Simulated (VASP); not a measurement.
## SiC (Moissanite 3C): how numerical settings change the zone-centre modes

How far do the zone-centre frequencies of SiC (Moissanite 3C) depend on the numerical settings? The starting structure is a measured crystal structure from the Crystallography Open Database.

Calculated with VASP 6.6.1; Kohn-Sham DFT with plane waves and PAW; LDA.

## Step 1: Set-up

The structure is cubic, space group F-43m (No. 216). Conventional cell: a = 4.358 Å, b = 4.358 Å, c = 4.358 Å, α = 90.00°, β = 90.00°, γ = 90.00°. Nearest to Si lie 4 C at 1.89 Å. C has 4 Si at 1.89 Å nearest. Farther neighbours are not listed.

## Step 2: Reference modes

The cell comes from a relaxation at this level, not shown (20.32 Å³).

Contents of INCAR:

```
SYSTEM = SiC
PREC = Accurate
ENCUT = 520
EDIFF = 1E-08
NELM = 100
ISMEAR = 0
SIGMA = 0.03
LREAL = .FALSE.
ALGO = Normal
GGA = CA
NBANDS = 10
LORBIT = 11
LWAVE = .FALSE.
LCHARG = .FALSE.
KPAR = 8
IBRION = 8
LEPSILON = .TRUE.
LPEAD = .TRUE.
ISIF = 2
```

Contents of POSCAR:

```
SiC
1.0
    0.0000000000      2.1657828511      2.1657828511
    2.1657828511      0.0000000000      2.1657828511
    2.1657828511      2.1657828511      0.0000000000
Si C
1 1
Direct
    0.0000000000      0.0000000000      0.0000000000
    0.7500000000      0.7500000000      0.7500000000
```

Contents of KPOINTS:

```
Automatic mesh
0
Gamma
12 12 12
0 0 0
```

PAW data sets: Si and C (LDA family, release 64).

On the command line:

```
$ mpirun -np 8 vasp_std
```

Output:

```text
[banner, memory and clock lines left out]
running    8 mpi-ranks, on    1 nodes
 distrk:  each k-point on    1 cores,    8 groups
 distr:  one band on    1 cores,    1 groups

 POSCAR found type information on POSCAR SiC
 POSCAR found :  2 types and       2 ions
|                                                                             |
|           W    W    AA    RRRRR   N    N  II  N    N   GGGG   !!!           |
|           W    W   A  A   R    R  NN   N  II  NN   N  G    G  !!!           |
|           W    W  A    A  R    R  N N  N  II  N N  N  G       !!!           |
|           W WW W  AAAAAA  RRRRR   N  N N  II  N  N N  G  GGG   !            |
|           WW  WW  A    A  R   R   N   NN  II  N   NN  G    G                |
|           W    W  A    A  R    R  N    N  II  N    N   GGGG   !!!           |
|                                                                             |
|     For optimal performance we recommend to set                             |
|       NCORE = 2 up to number-of-cores-per-socket                            |
|     NCORE specifies how many cores store one orbital (NPAR=cpu/NCORE).      |
|     This setting can greatly improve the performance of VASP for DFT.       |
|     The default, NCORE=1 might be grossly inefficient on modern             |
|     multi-core architectures or massively parallel machines. Do your        |
|     Unfortunately you need to use the default for GW and RPA                |
|     calculations (for HF NCORE is supported but not extensively tested      |
|     yet).                                                                   |
|                                                                             |

 LDA part: xc-table for (Slater(with rela. corr.)+CA(PZ))
 , standard interpolation
 POSCAR, INCAR and KPOINTS ok, starting setup
 FFT: planning ... GRIDC
 FFT: planning ... GRID_SOFT
 FFT: planning ... GRID
 WAVECAR not read
 entering main loop
       N       E                     dE             d eps       ncg     rms          rms(c)
DAV:   1     0.173706501262E+01    0.17371E+01   -0.40431E+03  1512   0.670E+02
DAV:   2    -0.181214277825E+02   -0.19858E+02   -0.18837E+02  1866   0.113E+02
DAV:   3    -0.187306778055E+02   -0.60925E+00   -0.60825E+00  1724   0.169E+01
DAV:   4    -0.187332650772E+02   -0.25873E-02   -0.25871E-02  1656   0.137E+00
DAV:   5    -0.187332766237E+02   -0.11546E-04   -0.11546E-04  1682   0.857E-02    0.926E+00
DAV:   6    -0.167384196939E+02    0.19949E+01   -0.75478E+00  1502   0.132E+01    0.409E+00
DAV:   7    -0.166635620843E+02    0.74858E-01   -0.39126E-01  1686   0.391E+00    0.182E+00
DAV:   8    -0.166430547560E+02    0.20507E-01   -0.27122E-02  1528   0.107E+00    0.177E-01
DAV:   9    -0.166426922429E+02    0.36251E-03   -0.18048E-03  1764   0.248E-01    0.951E-02
DAV:  10    -0.166427062309E+02   -0.13988E-04   -0.11182E-04  1526   0.706E-02    0.318E-02
DAV:  11    -0.166427065492E+02   -0.31836E-06   -0.31186E-06  1716   0.120E-02    0.132E-02
DAV:  12    -0.166427063232E+02    0.22603E-06   -0.67675E-07  1504   0.426E-03    0.598E-04
DAV:  13    -0.166427063270E+02   -0.37694E-08   -0.28968E-08  1590   0.114E-03
   1 F= -.16642706E+02 E0= -.16642706E+02  d E =-.102947E-13
 Linear response reoptimize wavefunctions to high precision
DAV:   1    -0.166427063298E+02   -0.28492E-08   -0.40357E-10  1044   0.144E-04
DAV:   2    -0.166427063298E+02    0.70486E-11   -0.13487E-11   776   0.320E-05
 Linear response to external field (no local field effect), progress :
  Direction:   1
       N       E                     dE             d eps       ncg     rms          rms(c)
RMM:   1    -0.428007192088E+00   -0.42801E+00   -0.17632E+00   864   0.278E+00
RMM:   2    -0.439244967701E+00   -0.11238E-01   -0.32406E-03   864   0.411E-01
RMM:   3    -0.439266619694E+00   -0.21652E-04   -0.18905E-05   864   0.278E-02
RMM:   4    -0.439266742211E+00   -0.12252E-06   -0.18973E-07   863   0.284E-03
RMM:   5    -0.439266742058E+00    0.15274E-09   -0.47234E-09   750   0.295E-04
 change of polarisation eV/A/(eV/A) component  1 :     0.879     0.455     0.080
 dielectric tensor                  component  1 :     8.824     4.054     0.713
 Linear response to external field (no local field effect), progress :
  Direction:   2
       N       E                     dE             d eps       ncg     rms          rms(c)
RMM:   1    -0.414078472674E+00   -0.41408E+00   -0.16863E+00   864   0.268E+00
RMM:   2    -0.424515097514E+00   -0.10437E-01   -0.31706E-03   864   0.396E-01
RMM:   3    -0.424536754480E+00   -0.21657E-04   -0.17926E-05   864   0.272E-02
RMM:   4    -0.424536876350E+00   -0.12187E-06   -0.16345E-07   863   0.269E-03
RMM:   5    -0.424536877158E+00   -0.80762E-09   -0.21365E-09   737   0.276E-04
 change of polarisation eV/A/(eV/A) component  2 :     0.455     0.849    -0.067
 dielectric tensor                  component  2 :     4.054     8.562    -0.600
 Linear response to external field (no local field effect), progress :
  Direction:   3
       N       E                     dE             d eps       ncg     rms          rms(c)
RMM:   1    -0.186111152604E+00   -0.18611E+00   -0.63537E-01   863   0.212E+00
RMM:   2    -0.190152756546E+00   -0.40416E-02   -0.13857E-03   864   0.294E-01
RMM:   3    -0.190162867683E+00   -0.10111E-04   -0.82697E-06   864   0.199E-02
[...]
dielectric tensor                  component  3 :     0.716    -0.600     4.387
 Linear response to external field, progress :
  Direction:   1
       N       E                     dE             d eps       ncg     rms          rms(c)
RMM:   1    -0.342734840062E+00   -0.34273E+00   -0.13616E+00  3359   0.253E+00
RMM:   2    -0.351302810449E+00   -0.85680E-02   -0.25987E-03  3360   0.367E-01    0.864E-01
RMM:   3    -0.341515817447E+00    0.97870E-02   -0.49676E-03  8317   0.419E-01    0.501E-01
RMM:   4    -0.350271331729E+00   -0.87555E-02   -0.60065E-03 10629   0.463E-01    0.749E-02
RMM:   5    -0.352284833985E+00   -0.20135E-02   -0.13062E-04  8710   0.846E-02    0.937E-03
RMM:   6    -0.352371014440E+00   -0.86180E-04   -0.11480E-06  9746   0.842E-03    0.469E-03
RMM:   7    -0.352415046970E+00   -0.44033E-04   -0.75034E-08  9461   0.215E-03    0.286E-04
RMM:   8    -0.352418401047E+00   -0.33541E-05   -0.40116E-09 10746   0.407E-04    0.112E-04
RMM:   9    -0.352417594170E+00    0.80688E-06   -0.34285E-10  8603   0.129E-04    0.188E-05
RMM:  10    -0.352417754350E+00   -0.16018E-06    0.24841E-10  6287   0.317E-05    0.670E-06
 change of polarisation eV/A/(eV/A) component  1 :     0.666     0.169     0.099
 dielectric tensor                  component  1 :     6.934     1.509     0.882
 Linear response to external field, progress :
  Direction:   2
       N       E                     dE             d eps       ncg     rms          rms(c)
RMM:   1    -0.342734797181E+00   -0.34273E+00   -0.13616E+00  3359   0.253E+00
RMM:   2    -0.351302812471E+00   -0.85680E-02   -0.25986E-03  3360   0.367E-01    0.864E-01
RMM:   3    -0.341515969603E+00    0.97868E-02   -0.49662E-03  8318   0.419E-01    0.501E-01
RMM:   4    -0.350271364168E+00   -0.87554E-02   -0.60048E-03 10627   0.463E-01    0.749E-02
RMM:   5    -0.352284805997E+00   -0.20134E-02   -0.13057E-04  8713   0.846E-02    0.937E-03
RMM:   6    -0.352371048259E+00   -0.86242E-04   -0.11465E-06  9744   0.842E-03    0.469E-03
RMM:   7    -0.352415074343E+00   -0.44026E-04   -0.75017E-08  9460   0.215E-03    0.285E-04
RMM:   8    -0.352418440936E+00   -0.33666E-05   -0.35960E-09 10746   0.407E-04    0.112E-04
RMM:   9    -0.352417635844E+00    0.80509E-06   -0.18543E-10  8612   0.128E-04    0.203E-05
RMM:  10    -0.352417788551E+00   -0.15271E-06    0.76094E-10  6345   0.304E-05    0.790E-06
 change of polarisation eV/A/(eV/A) component  2 :     0.120     0.666     0.129
 dielectric tensor                  component  2 :     1.070     6.934     1.145
 Linear response to external field, progress :
  Direction:   3
       N       E                     dE             d eps       ncg     rms          rms(c)
RMM:   1    -0.342734709614E+00   -0.34273E+00   -0.13616E+00  3359   0.253E+00
RMM:   2    -0.351302805920E+00   -0.85681E-02   -0.25988E-03  3360   0.367E-01    0.864E-01
RMM:   3    -0.341515994603E+00    0.97868E-02   -0.49672E-03  8318   0.419E-01    0.501E-01
RMM:   4    -0.350271449839E+00   -0.87555E-02   -0.60065E-03 10629   0.463E-01    0.749E-02
RMM:   5    -0.352284812154E+00   -0.20134E-02   -0.13062E-04  8711   0.846E-02    0.937E-03
RMM:   6    -0.352371050276E+00   -0.86238E-04   -0.11571E-06  9745   0.842E-03    0.469E-03
RMM:   7    -0.352415071695E+00   -0.44021E-04   -0.75740E-08  9461   0.215E-03    0.285E-04
RMM:   8    -0.352418442198E+00   -0.33705E-05   -0.40191E-09 10746   0.407E-04    0.112E-04
RMM:   9    -0.352417635372E+00    0.80683E-06   -0.28868E-10  8608   0.128E-04    0.204E-05
RMM:  10    -0.352417789427E+00   -0.15406E-06    0.75609E-10  6346   0.304E-05    0.792E-06
 change of polarisation eV/A/(eV/A) component  3 :     0.101     0.168     0.666
 dielectric tensor                  component  3 :     0.899     1.492     6.934
 Linear response DOF=           2
 Linear response progress:
  Degree of freedom:   1/  2
       N       E                     dE             d eps       ncg     rms          rms(c)
RMM:   1    -0.163789121196E-01   -0.16379E-01   -0.75284E-03 13168   0.872E-01
RMM:   2    -0.143355016518E-01    0.20434E-02   -0.43377E-04  8620   0.192E-01    0.132E-01
RMM:   3    -0.142634647780E-01    0.72037E-04   -0.12359E-04  8765   0.475E-02    0.752E-02
RMM:   4    -0.143324599062E-01   -0.68995E-04   -0.11698E-04  8859   0.468E-02    0.877E-03
RMM:   5    -0.143154104336E-01    0.17049E-04    0.28687E-06  8978   0.779E-03    0.132E-03
RMM:   6    -0.143136161690E-01    0.17943E-05   -0.31794E-07  9176   0.756E-04    0.638E-04
RMM:   7    -0.143122925591E-01    0.13236E-05   -0.60907E-07  9166   0.244E-04    0.770E-05
RMM:   8    -0.143123085911E-01   -0.16032E-07    0.16799E-08  9528   0.433E-05    0.198E-05
RMM:   9    -0.143123331597E-01   -0.24569E-07    0.17778E-08  9506   0.159E-05    0.327E-06
RMM:  10    -0.143123229408E-01    0.10219E-07    0.72396E-08  8910   0.602E-06    0.990E-07
RMM:  11    -0.143123226437E-01    0.29707E-09    0.73783E-08  5279   0.420E-06    0.692E-08
 first order change of Fermi-energy   0.33276E-04
 force on displaced ion       1 direction 1 : -19.611   0.000   0.000
 Born effective charge ion    1 direction 1 :   2.712   0.000   0.000
 Linear response progress:
  Degree of freedom:   2/  2
       N       E                     dE             d eps       ncg     rms          rms(c)
RMM:   1    -0.126527630530E+00   -0.12653E+00    0.55245E-02 12243   0.208E+00
RMM:   2    -0.123471091536E+00    0.30565E-02   -0.26369E-03  8549   0.408E-01    0.208E-01
RMM:   3    -0.123476012559E+00   -0.49210E-05   -0.80319E-04  8379   0.175E-01    0.103E-01
RMM:   4    -0.124523802434E+00   -0.10478E-02   -0.61615E-04  8437   0.147E-01    0.187E-02
RMM:   5    -0.124501358026E+00    0.22444E-04   -0.11982E-05  8966   0.225E-02    0.184E-03
RMM:   6    -0.124509011651E+00   -0.76536E-05   -0.26590E-07  9244   0.248E-03    0.921E-04
RMM:   7    -0.124504480333E+00    0.45313E-05   -0.13962E-07  9189   0.503E-04    0.933E-05
RMM:   8    -0.124505111844E+00   -0.63151E-06    0.26712E-08  9250   0.100E-04    0.311E-05
RMM:   9    -0.124505050392E+00    0.61452E-07    0.41514E-08  9774   0.300E-05    0.348E-06
RMM:  10    -0.124505071784E+00   -0.21392E-07    0.36495E-08  9486   0.961E-06    0.188E-06
RMM:  11    -0.124505069905E+00    0.18784E-08    0.54896E-08  7442   0.699E-06    0.155E-07
 first order change of Fermi-energy   0.88906E-04
 force on displaced ion       2 direction 1 : -19.607  -0.000  -0.000
 Born effective charge ion    2 direction 1 :  -2.714   0.000   0.000
 Born effective charges drift removed
 Linear response finished
```

Wall time 22 s (8 MPI ranks of Intel Xeon 6975P-C (Granite Rapids), shared host); peak memory 2.5 GiB.

Lines that name or quote the potential files are left out of all logs, and their timing lines are given in words.

From OUTCAR (step 2):

```text
ion  position               nearest neighbor table
   1  0.000  0.000  0.000-   2 1.88   2 1.88   2 1.88   2 1.88
   2  0.750  0.750  0.750-   1 1.88   1 1.88   1 1.88   1 1.88

  LATTYP: Found a face centered cubic cell.
 ALAT       =     4.3315657022

 Subroutine GETGRP returns: Found 24 space group operations
 (whereof 24 operations were pure point group operations)

The static configuration has the point symmetry T_d .

 Found     72 irreducible k-points:

   k-points           NKPTS =     72   k-points in BZ     NKDIM =     72   number of bands    NBANDS=     10

   dimension x,y,z NGX =    24 NGY =   24 NGZ =   24
   dimension x,y,z NGXF=    48 NGYF=   48 NGZF=   48

   ENCUT  =  520.0 eV  38.22 Ry    6.18 a.u.   5.69  5.69  5.69*2*pi/ulx,y,z

   NELECT =       8.0000    total number of electrons

 k-points in reciprocal lattice and weights: Automatic mesh
   0.00000000  0.00000000  0.00000000       0.001
   0.08333333  0.00000000  0.00000000       0.005
   0.16666667  0.00000000  0.00000000       0.005
   0.25000000  0.00000000  0.00000000       0.005
   0.33333333  0.00000000  0.00000000       0.005
   0.41666667  0.00000000  0.00000000       0.005
   0.50000000  0.00000000  0.00000000       0.002
   0.08333333  0.08333333  0.00000000       0.003
   0.16666667  0.08333333  0.00000000       0.014
[...]
-0.33333333  0.50000000  0.16666667       0.007
  -0.25000000  0.50000000  0.25000000       0.003

 average (electrostatic) potential at core
       1 -81.6773       2 -48.7688

  Total       -0.0006005     -0.0006005     -0.0006005     -0.0000000      0.0000000     -0.0000000
  in kB       -0.0473521     -0.0473521     -0.0473521     -0.0000000      0.0000000     -0.0000000
  external PRESSURE =      -0.0473521 kB  Pullay stress =       0.0000000 kB

  energy-cutoff  :      520.00
  volume of cell :       20.32
      direct lattice vectors                 reciprocal lattice vectors
     0.000000000  2.165782851  2.165782851    -0.230863403  0.230863403  0.230863403
     2.165782851  0.000000000  2.165782851     0.230863403 -0.230863403  0.230863403
     2.165782851  2.165782851  0.000000000     0.230863403  0.230863403 -0.230863403

 POSITION                                       TOTAL-FORCE (eV/Angst)
 -----------------------------------------------------------------------------------
      0.00000      0.00000      0.00000        -0.000000     -0.000000      0.000000
      3.24867      3.24867      3.24867         0.000000      0.000000     -0.000000
 -----------------------------------------------------------------------------------
    total drift:                               -0.000000     -0.000000     -0.000000

 MACROSCOPIC STATIC DIELECTRIC TENSOR (including local field effects in DFT)
 ------------------------------------------------------
           6.933992     0.000000     0.000000
           0.000000     6.933992     0.000000
           0.000000     0.000000     6.933992
 ------------------------------------------------------

 PIEZOELECTRIC TENSOR (including local field effects)  for field in x, y, z        (C/m^2)
          XX          YY          ZZ          XY          YZ          ZX
  --------------------------------------------------------------------------------
  x     0.00000     0.00000     0.00000     0.00000     0.98706     0.00000
  y     0.00000    -0.00000     0.00000     0.00000     0.00000     0.98706
  z    -0.00000    -0.00000     0.00000     0.98706     0.00000     0.00000

 BORN EFFECTIVE CHARGES (including local field effects) (in |e|, cummulative output)
 ---------------------------------------------------------------------------------
 ion    1
    1     2.71344    -0.00000    -0.00000
    2     0.00000     2.71344    -0.00000
    3     0.00000     0.00000     2.71344
 ion    2
    1    -2.71344     0.00000     0.00000
    2    -0.00000    -2.71344     0.00000
    3    -0.00000    -0.00000    -2.71344

 Eigenvectors and eigenvalues of the dynamical matrix
 ----------------------------------------------------

   1 f  =   23.866707 THz   149.958941 2PiTHz  796.107643 cm-1    98.704723 meV
             X         Y         Z           dx          dy          dz
      0.000000  0.000000  0.000000    -0.547353    0.000000    0.000000
      3.248674  3.248674  3.248674     0.836902   -0.000000    0.000000

   2 f  =   23.866707 THz   149.958941 2PiTHz  796.107643 cm-1    98.704723 meV
             X         Y         Z           dx          dy          dz
      0.000000  0.000000  0.000000     0.000000    0.547353    0.000000
      3.248674  3.248674  3.248674    -0.000000   -0.836902    0.000000

   3 f  =   23.866707 THz   149.958941 2PiTHz  796.107643 cm-1    98.704723 meV
             X         Y         Z           dx          dy          dz
      0.000000  0.000000  0.000000     0.000000    0.000000   -0.547353
      3.248674  3.248674  3.248674     0.000000    0.000000    0.836902

   4 f/i=    0.001034 THz     0.006496 2PiTHz    0.034488 cm-1     0.004276 meV
             X         Y         Z           dx          dy          dz
      0.000000  0.000000  0.000000     0.000000    0.000000    0.836902
      3.248674  3.248674  3.248674     0.000000    0.000000    0.547353

   5 f/i=    0.001034 THz     0.006496 2PiTHz    0.034488 cm-1     0.004276 meV
             X         Y         Z           dx          dy          dz
      0.000000  0.000000  0.000000    -0.823625    0.148477    0.000000
      3.248674  3.248674  3.248674    -0.538670    0.097108    0.000000

   6 f/i=    0.001034 THz     0.006496 2PiTHz    0.034488 cm-1     0.004276 meV
             X         Y         Z           dx          dy          dz
      0.000000  0.000000  0.000000     0.148477    0.823625    0.000000
      3.248674  3.248674  3.248674     0.097108    0.538670    0.000000

 MACROSCOPIC STATIC DIELECTRIC TENSOR IONIC CONTRIBUTION
 ------------------------------------------------------
           3.344099     0.000000     0.000000
           0.000000     3.344099     0.000000
           0.000000     0.000000     3.344099
 ------------------------------------------------------

 ELASTIC MODULI CONTR FROM IONIC RELAXATION (kBar)
 Direction    XX          YY          ZZ          XY          YZ          ZX
 --------------------------------------------------------------------------------
 XX          -0.0000      0.0000      0.0000     -0.0000      0.0000      0.0000
 YY           0.0000     -0.0000      0.0000     -0.0000     -0.0000     -0.0000
 ZZ           0.0000      0.0000     -0.0000      0.0000     -0.0000      0.0000
 XY          -0.0000     -0.0000      0.0000   -272.8459     -0.0000     -0.0000
 YZ           0.0000     -0.0000     -0.0000     -0.0000   -272.8459     -0.0000
 ZX           0.0000     -0.0000      0.0000     -0.0000     -0.0000   -272.8459
 --------------------------------------------------------------------------------

 PIEZOELECTRIC TENSOR IONIC CONTR  for field in x, y, z        (C/m^2)
          XX          YY          ZZ          XY          YZ          ZX
  --------------------------------------------------------------------------------
  x     0.00000    -0.00000    -0.00000    -0.00000    -0.89882    -0.00000
  y     0.00000    -0.00000     0.00000     0.00000    -0.00000    -0.89882
  z    -0.00000    -0.00000     0.00000    -0.89882    -0.00000    -0.00000
```

Energies printed during the response cycles are not total energies of the cell.

Reference: the zone-centre mode is T2 796.1 cm⁻¹.

[end of part 1 of 2]

[Lines on the potential files, build, host, timing and source positions are cut from VASP's logs without a mark.]

[Logs are printed without paths, hosts, clocks, repeated set-up lines and the standing remarks that a program may print on its own settings, such as how far it seeks lower states.]

[Hosts, paths, dates, database ids (printed as entryN), source tags and the programs' standing remarks are cut or masked in the printed files.]
